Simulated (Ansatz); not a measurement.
Crystal: VO2.

```
CELL_PARAMETERS angstrom
4.50720 0.00000 0.00000
0.00000 4.50720 0.00000
0.00000 0.00000 3.04445
ATOMIC_POSITIONS crystal
V 0.50000 0.50000 0.50000
V 0.00000 0.00000 0.00000
O 0.20036 0.79964 0.50000
O 0.79964 0.20036 0.50000
O 0.70036 0.70036 0.00000
O 0.29964 0.29964 0.00000
```

The cell is a database's computed one.

```yaml
Program: Ansatz 0.2.0
Task: relaxation of cell and atoms
Functional: BLYP
Dispersion: D4
Potentials_or_basis: Ansatz PAW
Cutoff: "420 eV (not typed: the program's choice for these potentials)"
k_mesh: 6 × 6 × 9
Occupations: fermi-dirac, width 0.05 eV
Spin: collinear spin, ferromagnetic start
Starting_moments: "[2.0, 2.0, 0.0, 0.0, 0.0, 0.0] μB"
```

At the start: volume 10.31 Å³/atom.

Task: Where does the relaxation end?

Result: It ends after 9 steps and the volume is 9.87 Å³/atom (-4.2 %); space group P4_2/mnm (No. 136, to 0.05 Å); moment 2.00 μB per cell.

Step by step:
```tsv
step	energy change (eV)	largest force (eV/Å)	volume (Å³)
1	0.0000	0.1890	61.85
2	-0.2234	0.4712	60.24
3	-0.2877	0.1464	58.53
4	-0.2948	0.0697	59.17
5	-0.2947	0.0030	59.29
6	-0.2948	0.0002	59.28
7	-0.2888	0.0001	59.28
8	-0.2893	0.0008	59.23
9	-0.2890	0.0008	59.23
```

Final structure:
```
CELL_PARAMETERS angstrom
4.56188 0.00000 0.00000
0.00000 4.56188 0.00000
0.00000 0.00000 2.84619
ATOMIC_POSITIONS crystal
V 0.50000 0.50000 0.50000
V 0.00000 0.00000 0.00000
O 0.20035 0.79965 0.50000
O 0.79965 0.20035 0.50000
O 0.70035 0.70035 0.00000
O 0.29965 0.29965 0.00000
```

Caveat: the plane-wave basis is chosen anew once the cell has moved, so the energies of steps on either side of that aren't comparable; the pressure holds a Pulay correction of +1.0 GPa for the finite cutoff; pairwise dispersion overbinds metals, which lowers pressure and volume; the PAW data sets come from PBE, with cores solved anew for the run's functional, which leaves a small shift of forces and pressure.
